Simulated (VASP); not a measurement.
The system is Al.

```
CELL_PARAMETERS angstrom
0.00000 2.02481 2.02481
2.02481 0.00000 2.02481
2.02481 2.02481 0.00000
ATOMIC_POSITIONS crystal
Al 0.00000 0.00000 0.00000
```

```yaml
Program: VASP 6.6.1
Task: single point
Functional: PBE
Potentials_or_basis: VASP PAW PBE potentials, release 64 (Al)
Cutoff: 900 eV
k_mesh: 17 × 17 × 17
Occupations: fermi-dirac, width 0.1 eV
Spin: no spin polarisation
```

On this cell: pressure -0.5 GPa; band gap on the k mesh none (metal or under the smearing width).

The same run follows on a disturbed copy (grid = ENCUT=900 k=17x17x17 ISMEAR=-1 SIGMA=0.1 PREC=Accurate EDIFF=1e-08 LREAL=False ADDGRID=False LASPH=True; cell strained at random at fixed volume):

```
Al
1.0
    -0.01427    2.03021    1.94710
     2.03193   -0.03861    1.97144
     2.02961    2.05222   -0.03629
Al
1
Cartesian
  -0.0297 0.0361 0.0383
```

What changes?

The energy (extrapolated to zero smearing) moves by +5.4 meV/atom; pressure -0.3 GPa; band gap on the k mesh none (metal or under the smearing width).

Stress tensor (GPa, compression positive):
```
-0.86  0.35  0.18
 0.35 -1.38  1.08
 0.18  1.08  1.27
```
